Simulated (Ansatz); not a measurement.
Clean, relaxed (110) surface of Si, space group Fd-3m (No. 227) (top face towards +c; atoms held fixed, by place in the list: 1, 2, 3, 4):

```
Si
1.0
     3.84172    0.00000    0.00000
     0.00000    5.43301    0.00000
     0.00000    0.00000   22.76258
Si
8
Direct
  0.50000 0.00000 0.37342
  0.00000 0.25000 0.37342
  0.00000 0.50000 0.45781
  0.50000 0.75000 0.45781
  0.50000 0.00465 0.54229
  0.00000 0.24535 0.54229
  0.00000 0.51066 0.62094
  0.50000 0.73934 0.62094
```

All numbers below come from DFT PBEsol, scalar-relativistic, plane waves, PAW (Ansatz). Cutoff 420 eV; k points 8×6×1 on the computed 8-atom cell (Γ-centred); Gaussian smearing, width 0.05 eV; no spin polarisation. A dipole correction removes the field between periodic images along c.

With the adsorbate the run is spin-polarised, so any moments that the slab's own atoms take up count into E_ads.

Si (atom) is put at the hollow (Si-Si-Si) at (0.50, 0.25) site, one adsorbate per 20.9 Å², and relaxed. The adsorption energy is E(slab + adsorbate) − E(slab) − E(free adsorbate, spin-polarised where open-shell). Heights count from the highest slab atom after relaxation. Bonded neighbours lie within 1.25 times the sum of covalent radii (1.35 for H) and, on that scale, within 12 % of the closest. With the adsorbate the cell is lengthened along c to keep the vacuum.

(1) How strongly does it bind, and where does its anchoring atom end?

(2) How high does its anchoring atom sit over the highest slab atom, and what is the shortest contact with the surface?

(3) The clean face has a work function of 4.76 eV. How does the adsorbate change it?

(4) What spin moment does the cell carry?

Each end is the local minimum or symmetric point that its start leads to. The slab is only 5.8 Å thick, so the energies aren't converged with thickness.

Answers

(1) -4.93 eV; at (0.50, 0.17), 4 bonded neighbours (Si).

(2) 0.34 Å; Si–Si 2.35 Å.

(3) By -0.66 eV.

(4) 0.16 μB.